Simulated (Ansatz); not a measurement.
`C[Te][SiH2]O` + `FC(F)F` → `C[Te]C(F)(F)F` + `O[SiH3]`  (formal exchange of groups at a Te–Si bond)

Computed with Ansatz on PBE0-D4/def2-TZVP structures; ΔE is electronic, products minus reactants. CCSD(T)/CBS is the MP2 limit (def2-TZVPP, def2-QZVPP) plus CCSD(T) − MP2 in def2-TZVPP, frozen cores. This one scheme is used for every species. Functionals use def2-TZVPP. Elements past krypton have def2 core potentials. For Te outer-core shells are correlated without core-valence functions, which leaves a few kJ/mol of doubt a bond. Each species was taken in one conformer, which may not be the lowest.

```csv
species,ωB97X-V energy (Eh)
`C[Te][SiH2]O`,-674.47915
`FC(F)F`,-338.28251
`C[Te]C(F)(F)F`,-645.59507
`O[SiH3]`,-367.12562
```

Task: Work out ΔE.

Result: ΔE = (-645.59507) + (-367.12562) − (-674.47915) − (-338.28251) = 0.04097 Eh = +107.6 kJ/mol. CCSD(T)/CBS gives +113.9 kJ/mol.

Largest T1 diagnostic among the species: 0.012.

In def2-TZVPP, CCSD(T) changes the Hartree–Fock value by −11.2 kJ/mol (the triples alone add −2.2 kJ/mol) and MP2 by −3.8 kJ/mol. From PBE to PBE0 (25 % exact exchange), in def2-TZVPP and without D4, ΔE moves by +9.4 kJ/mol.
